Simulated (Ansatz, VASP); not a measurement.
# ZnS in two plane-wave programs, part 2 of 2

One calculation is typed for both programs; each brings its own data sets. How far apart do they land? The cell is taken from a series of runs on this material, whose earlier steps may have relaxed, scaled, displaced or heated it; both programs get it as it stands.

VASP 6.6.1 and Ansatz 0.2.0.

So far: The structure; VASP: zone-centre phonons, LDA, pair 1.

## (3) Ansatz: zone-centre phonons, LDA, pair 1

Level of this step: Ansatz beside VASP: Kohn-Sham DFT, plane waves, LDA (Ansatz).

Ansatz runs on its PAW soft_1 files.

The same cell, functional (in two slightly different forms) and mesh now go to Ansatz, which takes its cutoff from its data sets.

Input file input.yaml:

```yaml
crystal:
  lattice:
    - [-0.0292231145, 2.6456182371, 2.6456182371]
    - [2.6456182371, -0.0292231145, 2.6456182371]
    - [2.6456182371, 2.6456182371, -0.0292231145]
  atoms:
    - { symbol: S, position: [0.0010241857, 0.0010241857, 0.0010241857] }
    - { symbol: Zn, position: [0.7489758143, 0.7489758143, 0.7489758143] }
kpoints:
  mp_grid: { grid: [12, 12, 12] }
hamiltonian:
  xc: lda
  pseudopotentials: { kind: paw, azcp: { folder: soft_1 }, xc_functional: pbe }
scf:
  occupations: { method: fixed }
output:
  eigenvalues: true
phonons:
  method: dfpt
  dielectric: true
  rigid_motions: translations
```

Started as:

```sh
$ ansatz run input.yaml --threads 4 --pin off --max-ram 10240MiB --backend cpu --events-out ev --progress --plain --runs-dir out
```

Numbers of over 12 decimals in the logs are rounded to 6 here.

The program printed:

```text
Engine: ansatz 0.2.0, aarch64-unknown-linux-gnu
Pseudopotentials: kind: paw
Pseudopotential: S, paw, valence charge 6, recommended cutoff 420 eV (normal), soft_1/S.paw.azcp
Pseudopotential: Zn, paw, valence charge 12, recommended cutoff 420 eV (normal), soft_1/Zn.paw.azcp
Functional definition: SPW92
  exchange = slater_x
  correlation = pw_c
Crystal: 2 atoms, lattice volume = 37.649 Å³
Basis set: ecut = 420 eV, 725 PW (Γ), exchange–correlation on 54×54×54 points (8 copies of the dense FFT grid, shifted against one another)
Bands: 13, of which v1, the nominal top of the filled ones, is band 9 counted from 1 (8 counted from 0)
Symmetry: 6 space group operations
k-points: 476 of 1728 (irreducible under 2 space group operations, time reversal used)
Non-local potential: S, projectors of the file, l = 0: 2, l = 1: 2, l = 2: 1
Non-local potential: Zn, projectors of the file, l = 0: 2, l = 1: 2, l = 2: 3, l = 3: 1
PAW form: soft (Blöchl's): semilocal exchange-correlation on the pseudo side does not see the compensation charge
PAW frozen core: S, regenerated for the run's functional, and the local potential with it (the file was generated under x = pbe(κ = 0.804, μ = 0.219515), c = pbe(β = 0.066725))
PAW frozen core: Zn, regenerated for the run's functional, and the local potential with it (the file was generated under x = pbe(κ = 0.804, μ = 0.219515), c = pbe(β = 0.066725))
PAW one-centre angular grid: S, 110 points (default); XC on 64 Gauss nodes
PAW one-centre angular grid: Zn, 590 points (default); XC on 64 Gauss nodes
Initial density: superposition of atomic densities (chi_scale 0.1, normalization cell, long waves kept (reshape's long-wave potential 0.00 eV rms))
Initial wavefunctions: pseudopotential atomic-orbital guess
Functional: x = slater, c = lda
SCF iter   1: F=—  HF=-4117.541931 eV  |F-HF|=—  |Δ(HF+E_count)|=         —  Δρ=3.82e-2  dr2=3.38e-1  ethr=3.10e-3  ⟨swp⟩=5.1  Hψ=37153  notcnv=0  defer=911
preconditioner: auto → none  [insulator: Δε(μ)=2.255 eV  Ē_g=12.725 eV  n_scr=14 (ndim 8)  ℏωp=25.7 eV  f_vac=0.000  ε∞_Penn≈5.1]
SCF iter   2: F=—  HF=-4117.455035 eV  |F-HF|=—  |Δ(HF+E_count)|=   8.69e-2  Δρ=1.45e-2  dr2=4.12e-2  ethr=1.88e-3  ⟨swp⟩=2.1  Hψ=14587  notcnv=0  defer=920
SCF iter   3: F=—  HF=-4117.443484 eV  |F-HF|=—  |Δ(HF+E_count)|=   1.16e-2  Δρ=9.70e-3  dr2=1.73e-2  ethr=2.29e-4  ⟨swp⟩=2.0  Hψ=10963  notcnv=0  defer=937
SCF iter   4: F=—  HF=-4117.438825 eV  |F-HF|=—  |Δ(HF+E_count)|=   4.66e-3  Δρ=2.28e-3  dr2=1.30e-3  ethr=9.63e-5  ⟨swp⟩=2.0  Hψ=14761  notcnv=0  defer=945
SCF iter   5: F=—  HF=-4117.438662 eV  |F-HF|=—  |Δ(HF+E_count)|=   1.62e-4  Δρ=6.21e-4  dr2=8.21e-5  ethr=7.22e-6  ⟨swp⟩=2.2  Hψ=10449  notcnv=0  defer=946
SCF iter   6: F=—  HF=-4117.438676 eV  |F-HF|=—  |Δ(HF+E_count)|=   1.40e-5  Δρ=1.20e-4  dr2=2.43e-6  ethr=4.56e-7  ⟨swp⟩=2.4  Hψ=10492  notcnv=0
SCF iter   7: F=—  HF=-4117.438676 eV  |F-HF|=—  |Δ(HF+E_count)|=   3.61e-8  Δρ=1.05e-5  dr2=4.31e-8  ethr=1.35e-8  ⟨swp⟩=2.0  Hψ=9323  notcnv=0
SCF iter   8: F=—  HF=-4117.438676 eV  |F-HF|=—  |Δ(HF+E_count)|=   1.48e-7  Δρ=3.29e-6  dr2=2.12e-9  ethr=2.40e-10  ⟨swp⟩=2.3  Hψ=10624  notcnv=0
SCF iter   9: F=-4117.438676 eV  HF=-4117.438676 eV  |F-HF|=1.09e-11  |Δ(HF+E_count)|=   1.09e-9  Δρ=2.19e-7  dr2=9.71e-12  ethr=1.00e-12  ⟨swp⟩=7.3  Hψ=48469  notcnv=0
SCF 1 converged in 9 iterations: F = -4117.438676 eV  dr2 = 9.71e-12
  greatest PAW one-centre occupation: 0.983 electrons in one spin orbital (limit 2), on the Zn atom at site 1 (counted from 0), in its partial waves of l = 2
NSCF: frozen V_eff on 5 k-points
DFPT response loops at Γ: preconditioner auto → none (the input reference at scf.mixing.eps_inf says where Resta's filter doesn't serve); β = 0.50; Broyden in place of MSR1
── the response to a field inside a basis, on 12×12×12 k-points: an SCF that follows is theirs, and a resumed run solves both again ──
Bands: 10, of which v1, the nominal top of the filled ones, is band 9 counted from 1 (8 counted from 0)
k-points: 182 of 1728 (time reversal used)
Initial density: handed on by an earlier stage of this run
Initial wavefunctions: pseudopotential atomic-orbital guess (no wavefunctions were taken with the density)
Eigensolver: Dense (182 Hₖ)
SCF iter   1: F=—  HF=-4117.438907 eV  |F-HF|=—  |Δ(HF+E_count)|=         —  Δρ=2.38e-4  dr2=4.90e-6  ethr=1.00e-1
preconditioner: auto → none  [insulator: Δε(μ)=2.240 eV  Ē_g=10.020 eV  n_scr=14 (ndim 8)  ℏωp=25.7 eV  f_vac=0.014  ε∞_Penn≈7.6]
SCF iter   2: F=—  HF=-4117.438907 eV  |F-HF|=—  |Δ(HF+E_count)|=   2.85e-7  Δρ=2.11e-4  dr2=6.47e-6  ethr=2.72e-8
SCF iter   3: F=—  HF=-4117.438910 eV  |F-HF|=—  |Δ(HF+E_count)|=   3.10e-6  Δρ=1.72e-4  dr2=6.56e-6  ethr=2.72e-8
SCF iter   4: F=-4117.438907 eV  HF=-4117.438907 eV  |F-HF|=2.11e-9  |Δ(HF+E_count)|=   3.21e-6  Δρ=7.03e-6  dr2=7.56e-9  ethr=2.72e-8
SCF 1 converged in 4 iterations: F = -4117.438907 eV  dr2 = 7.56e-9
DFPT response loops at Γ: mixed as the last ones told, above
SCF converged after 9 iterations
Free energy (F): -4117.438676 eV
Harris-Foulkes:  -4117.438676 eV  (|F-HF|=1.09e-11)
Internal energy: -4117.438676 eV  (E = F + TS)
E sigma→0 (E₀):  -4117.438676 eV
Fermi energy:    6.173072 eV
--- Per-component energies (eV) ---
  E_band       = 6.125306
  E_kinetic    = 255.375419
  E_local      = -2241.720105  (includes V_loc(G=0)·N_el)
  E_nonlocal   = 857.501978
  E_hartree    = 851.396768
  E_xc         = -166.625515
  E_vxc        = -135.447134  (∫ρ·V_xc dr)
  E_paw        = -2401.948171  (= ΣΔE_a)
  E_vpaw       = -432.378000  (= ΣTr[D̂ρ^β])
  E_aug_tail   = -0.000260  (compensation charges beyond the density's cutoff)
  E_ewald      = -1273.129131
  E_core_change = 1.710341  (= ΣΔE_core)
  E_smearing   = -0.000000  (= −TS)
  E_closure    = -0.000000  (closes the sum)
  Σ components = -4117.438676   (vs F -4117.438676, Δ=0.00e0)
--- Band table (eV; the first three rows and the last of 476) ---
  k-point 0: bands = [... 5 lower, -0.0307, 6.0844, 6.0844, 6.1731, 8.1682, 12.2231, 12.2231, 12.4552]
  k-point 1: bands = [... 5 lower, -0.0316, 5.4564, 6.0090, 6.0892, 8.6633, 12.1817, 12.3553, 12.5605]
  k-point 2: bands = [... 5 lower, -0.0321, 4.2896, 5.8154, 5.8952, 9.3088, 12.2906, 12.6631, 12.8359]
  k-point 475: bands = [... 5 lower, 0.2132, 0.4515, 5.1081, 5.1081, 9.1557, 12.7420, 12.7420, 14.9112]
--- Phonons (Γ-DFPT): 2 representative perturbations + reference, on 476 of 1728 k-points (Σ response iterations 6) ---
  k mesh reduced under 2 symmetry operations, with k and −k counted as one. Each operation leaves every solved perturbation unchanged. A smaller set is not considered because the run solves the response to a homogeneous field
  ASR residual: 1.858e-4 → 0.000e0 eV/Å²; symmetrization residual: 3.909e-6 eV/Å²
  ASR residual per site (eV/Å²): 1.27e-5 1.86e-4
  Γ frequencies (cm⁻¹): 0.00 0.00 0.00 282.78 282.78 286.21
  ε∞ (high-frequency dielectric tensor):
        6.184769    -0.033360    -0.033360
       -0.033360     6.184769    -0.033360
       -0.033360    -0.033360     6.184769
  ε⁰ (static dielectric tensor: ions relaxed, cell fixed):
        8.957604    -0.095887    -0.095887
       -0.095887     8.957604    -0.095887
       -0.095887    -0.095887     8.957604
  ε⁰ − ε∞ (ionic part):
        2.772835    -0.062527    -0.062527
       -0.062527     2.772835    -0.062527
       -0.062527    -0.062527     2.772835
  softest optical mode at Γ: 282.78 cm⁻¹; the repairs (sum rule, projections) moved no ω² at Γ by more than (0.99 cm⁻¹)²
  Born effective charges Z* (e; rows j = field, columns β = displacement):
    site 0:
        -1.91762    0.01411    0.01411
         0.01411   -1.91762    0.01411
         0.01411    0.01411   -1.91762
    site 1:
         1.91762   -0.01411   -0.01411
        -0.01411    1.91762   -0.01411
        -0.01411   -0.01411    1.91762
  Z* charge neutrality: 2.999e-4 e pre-enforcement
  solved inside a basis spanned on kpoints, on 12×12×12 k-points, its susceptibility summed on 16×16×16: ε∞ is read to err by 1.7e-2, Z* by 1.3e-2 e (field_mesh: kpoints solves on kpoints); Z* is corrected for what the basis lacks
  optical modes at Γ without the LO–TO term, one row a degenerate level:
      ω (cm⁻¹)  modes    IR ((D/Å)²/amu)
        282.78      2             8.0042
        286.21      1             3.8286
  optical modes at Γ + LO–TO along q̂ = [1.0000, 0.0000, 0.0000]:
      ω (cm⁻¹)  modes    IR ((D/Å)²/amu)
        282.78      1             4.0021
        285.06      1             3.8889
        341.68      1             3.9417
  optical modes at Γ + LO–TO along q̂ = [0.0000, 1.0000, 0.0000]:
      ω (cm⁻¹)  modes    IR ((D/Å)²/amu)
        282.78      1             4.0021
        285.06      1             3.8889
        341.68      1             3.9417
  optical modes at Γ + LO–TO along q̂ = [0.0000, 0.0000, 1.0000]:
      ω (cm⁻¹)  modes    IR ((D/Å)²/amu)
        282.78      1             4.0021
        285.06      1             3.8889
        341.68      1             3.9417
```

## (4) Comparison

Known differences besides the potentials themselves: the two LDA forms differ slightly; fixed occupations in Ansatz, narrow Gaussian smearing in VASP; VASP's response is taken on the typed mesh, Ansatz refines its own for the field response alone; the cutoff is 420 eV in Ansatz and 500 eV in VASP; VASP's log shows a relativistic correction to its local exchange, Ansatz's none. Total energies have different zeros and are not compared.

The two programs side by side:

| quantity | Ansatz | VASP | difference |
| --- | --- | --- | --- |
| ε∞ xx | 6.18 | 6.14 | +0.77 % |
| ε∞ yy | 6.18 | 6.14 | +0.77 % |
| ε∞ zz | 6.18 | 6.14 | +0.77 % |
| Born charge of S1 (mean of the diagonal) (e) | -1.92 | -1.93 | +0.01 |
| Born charge of Zn2 (mean of the diagonal) (e) | 1.92 | 1.93 | -0.01 |
| optical mode 1 to 2 (cm⁻¹) | 282.8 | 284.9 | -0.75 % |
| optical mode 3 (cm⁻¹) | 286.2 | 287.9 | -0.59 % |

Modes are paired by rising frequency, not by their patterns, so a pair may set unlike modes beside each other; they are those without the splitting of longitudinal modes.

## (5) Ansatz: zone-centre phonons, LDA, pair 2

Second derivatives magnify differences that forces hide, and they need a tight electronic threshold. The cell compared in this pair holds 38.15 Å³, against 37.65 Å³ for the pair before.

The cell is taken from a series of runs on this material, whose earlier steps may have relaxed, scaled, displaced or heated it; both programs get it as it stands.

input.yaml, the sections that differ from step 3:

```yaml
crystal:
  lattice:
    - [-0.0579890207, 2.6433359087, 2.6433359087]
    - [2.6433359087, -0.0579890207, 2.6433359087]
    - [2.6433359087, 2.6433359087, -0.0579890207]
  atoms:
    - { symbol: S, position: [0.0019805153, 0.0019805153, 0.0019805153] }
    - { symbol: Zn, position: [0.7480194847, 0.7480194847, 0.7480194847] }
# kpoints, hamiltonian, scf, output, phonons: as in step 3
```

The program printed:

```text
[...]
Crystal: 2 atoms, lattice volume = 38.155 Å³
Basis set: ecut = 420 eV, 737 PW (Γ), exchange–correlation on 50×50×50 points (8 copies of the dense FFT grid, shifted against one another)
Bands: 13, of which v1, the nominal top of the filled ones, is band 9 counted from 1 (8 counted from 0)
Symmetry: 6 space group operations
k-points: 476 of 1728 (irreducible under 2 space group operations, time reversal used)
[...]
optical modes at Γ + LO–TO along q̂ = [1.0000, 0.0000, 0.0000]:
      ω (cm⁻¹)  modes    IR ((D/Å)²/amu)
[...]
optical modes at Γ + LO–TO along q̂ = [0.0000, 1.0000, 0.0000]:
      ω (cm⁻¹)  modes    IR ((D/Å)²/amu)
[...]
336.27      1             4.0165
  optical modes at Γ + LO–TO along q̂ = [0.0000, 0.0000, 1.0000]:
      ω (cm⁻¹)  modes    IR ((D/Å)²/amu)
        274.11      1             4.1461
        279.72      1             3.9295
        336.27      1             4.0165
[key lines of the parts left out:]
SCF converged after 9 iterations
Free energy (F): -4117.427019 eV
Fermi energy:    6.040978 eV
```

## (6) VASP: zone-centre phonons, LDA, pair 2

The same cell, functional (in two slightly different forms) and mesh now go to VASP, with its own data sets.

Input file INCAR:

```
SYSTEM = ZnS
PREC = Accurate
ENCUT = 500
EDIFF = 1E-08
NELM = 120
ISMEAR = 0
SIGMA = 0.01
LREAL = .FALSE.
ALGO = Normal
GGA = CA
NBANDS = 15
LORBIT = 11
LWAVE = .FALSE.
LCHARG = .FALSE.
ISIF = 2
IBRION = 8
LEPSILON = .TRUE.
LASPH = .TRUE.
GGA_COMPAT = .FALSE.
EFERMI = MIDGAP
KPAR = 2
```

Input file POSCAR:

```
ZnS
1.0
   -0.0579890207      2.6433359087      2.6433359087
    2.6433359087     -0.0579890207      2.6433359087
    2.6433359087      2.6433359087     -0.0579890207
S Zn
1 1
Direct
    0.0019805153      0.0019805153      0.0019805153
    0.7480194847      0.7480194847      0.7480194847
```

Input file KPOINTS:

```
Automatic mesh
0
Gamma
12 12 12
0 0 0
```

Potentials, in the order of the species: S and Zn (LDA family, release 64).

Started as:

```sh
$ mpirun -np 2 vasp_std
```

The program printed:

```text
[... set-up lines as in an earlier step ...]
 entering main loop
       N       E                     dE             d eps       ncg     rms          rms(c)
DAV:   1     0.802231800719E+02    0.80223E+02   -0.84501E+03  5670   0.139E+03
DAV:   2    -0.347365828699E+01   -0.83697E+02   -0.78542E+02  6489   0.262E+02
DAV:   3    -0.857388925002E+01   -0.51002E+01   -0.50759E+01  6944   0.626E+01
DAV:   4    -0.862696141083E+01   -0.53072E-01   -0.53056E-01  6916   0.675E+00
[...]
DAV:  11    -0.819396596180E+01    0.25578E-05   -0.74883E-06  8960   0.547E-02    0.447E-03
DAV:  12    -0.819396605152E+01   -0.89712E-07   -0.10802E-06  6839   0.859E-03    0.180E-03
DAV:  13    -0.819396604643E+01    0.50882E-08   -0.54549E-08  7290   0.233E-03
   1 F= -.81939660E+01 E0= -.81939660E+01  d E =0.000000E+00
 Linear response reoptimize wavefunctions to high precision
DAV:   1    -0.819396604729E+01   -0.85856E-09   -0.69100E-09  6895   0.661E-04
DAV:   2    -0.819396604732E+01   -0.32742E-10   -0.37763E-10  4011   0.146E-04
 Linear response G [H, r] |phi>, progress :
  Direction:   1
[...]
RMM:  13    -0.103816563233E+00   -0.50916E-08    0.35933E-08 18252   0.671E-06    0.162E-07
 first order change of Fermi-energy   0.23079E+00
 force on displaced ion       1 direction 1 :  -6.134  -0.124  -0.124
 Born effective charge ion    1 direction 1 :  -1.950   0.028   0.028
 Linear response progress:
  Degree of freedom:   2/  2
       N       E                     dE             d eps       ncg     rms          rms(c)
RMM:   1    -0.212669596420E+00   -0.21267E+00   -0.34942E-03 20066   0.214E+00
RMM:   2    -0.210657917783E+00    0.20117E-02   -0.29498E-03 22957   0.451E-01    0.118E-01
RMM:   3    -0.210428867379E+00    0.22905E-03   -0.63857E-05 27178   0.654E-02    0.691E-02
RMM:   4    -0.210135268671E+00    0.29360E-03   -0.12114E-05 26789   0.254E-02    0.369E-03
[...]
RMM:   9    -0.210137752686E+00    0.14934E-06   -0.14248E-09 28227   0.571E-05    0.146E-05
RMM:  10    -0.210137699878E+00    0.52808E-07    0.37177E-09 27702   0.285E-05    0.161E-06
RMM:  11    -0.210137701847E+00   -0.19696E-08    0.22008E-09 26682   0.135E-05    0.655E-07
 first order change of Fermi-energy  -0.23022E+00
 force on displaced ion       2 direction 1 :  -6.165  -0.123  -0.123
 Born effective charge ion    2 direction 1 :   1.949  -0.028  -0.028
 Born effective charges drift removed
 Linear response finished
```

From OUTCAR (step 6):

```text
  Total       -0.4689889     -0.4689889     -0.4689889      0.2612908      0.2612908      0.2612908
  in kB      -19.6936958    -19.6936958    -19.6936958     10.9720748     10.9720748     10.9720748
  external PRESSURE =     -19.6936958 kB  Pullay stress =       0.0000000 kB

 POSITION                                       TOTAL-FORCE (eV/Angst)
 -----------------------------------------------------------------------------------
      0.01036      0.01036      0.01036         0.001124      0.001124      0.001124
      3.91116      3.91116      3.91116        -0.001124     -0.001124     -0.001124
 -----------------------------------------------------------------------------------
    total drift:                               -0.000131     -0.000131     -0.000131

 MACROSCOPIC STATIC DIELECTRIC TENSOR (including local field effects in DFT)
 ------------------------------------------------------
           6.158026    -0.060960    -0.060960
          -0.060960     6.158026    -0.060960
          -0.060960    -0.060960     6.158026
 ------------------------------------------------------

 MACROSCOPIC STATIC DIELECTRIC TENSOR IONIC CONTRIBUTION
 ------------------------------------------------------
           2.937307    -0.138426    -0.138426
          -0.138426     2.937307    -0.138426
          -0.138426    -0.138426     2.937307
 ------------------------------------------------------

[... 1 part as in an earlier step ...]

[... 1 further part left out ...]
```

## (7) Side by side

Compared:

| quantity | Ansatz | VASP | difference |
| --- | --- | --- | --- |
| ε∞ xx | 6.20 | 6.16 | +0.74 % |
| ε∞ yy | 6.20 | 6.16 | +0.74 % |
| ε∞ zz | 6.20 | 6.16 | +0.74 % |
| Born charge of S1 (mean of the diagonal) (e) | -1.94 | -1.95 | +0.01 |
| Born charge of Zn2 (mean of the diagonal) (e) | 1.94 | 1.95 | -0.01 |
| optical mode 1 to 2 (cm⁻¹) | 274.1 | 275.9 | -0.63 % |
| optical mode 3 (cm⁻¹) | 282.6 | 284.2 | -0.56 % |

Modes are paired by rising frequency, not by their patterns, so a pair may set unlike modes beside each other; they are those without the splitting of longitudinal modes.

## (8) Results

| Quantity | Value |
| --- | --- |
| r.m.s. difference of the optical zone-centre modes, each program's sorted by frequency (zone-centre phonons, LDA, pair 1) | 2.0 cm⁻¹ |
| difference in ε∞ xx (zone-centre phonons, LDA, pair 1) | +0.8 % |
| r.m.s. difference of the optical zone-centre modes, each program's sorted by frequency (zone-centre phonons, LDA, pair 2) | 1.7 cm⁻¹ |
| difference in ε∞ xx (zone-centre phonons, LDA, pair 2) | +0.7 % |

In words: The r.m.s. difference of the optical zone-centre modes, each program's sorted by frequency is 2.0 cm⁻¹ (zone-centre phonons, LDA, pair 1). Among the rows given in per cent, the largest difference of the zone-centre phonons, LDA, pair 1 pair is in ε∞ xx, +0.8 %. Among the rows given in per cent, the largest difference of the zone-centre phonons, LDA, pair 2 pair is in ε∞ xx, +0.7 %. Such differences can come from data sets, numerical settings and the points named under the comparisons, not from the functional's error against experiment.

[Lines on the potential files, build, host, timing and source positions are cut from VASP's logs without a mark.]

[Logs are printed without paths, hosts, clocks, repeated set-up lines and the standing remarks that a program may print on its own settings, such as how far it seeks lower states.]

[Hosts, paths, dates, database ids (printed as entryN), source tags and the programs' standing remarks are cut or masked in the printed files.]
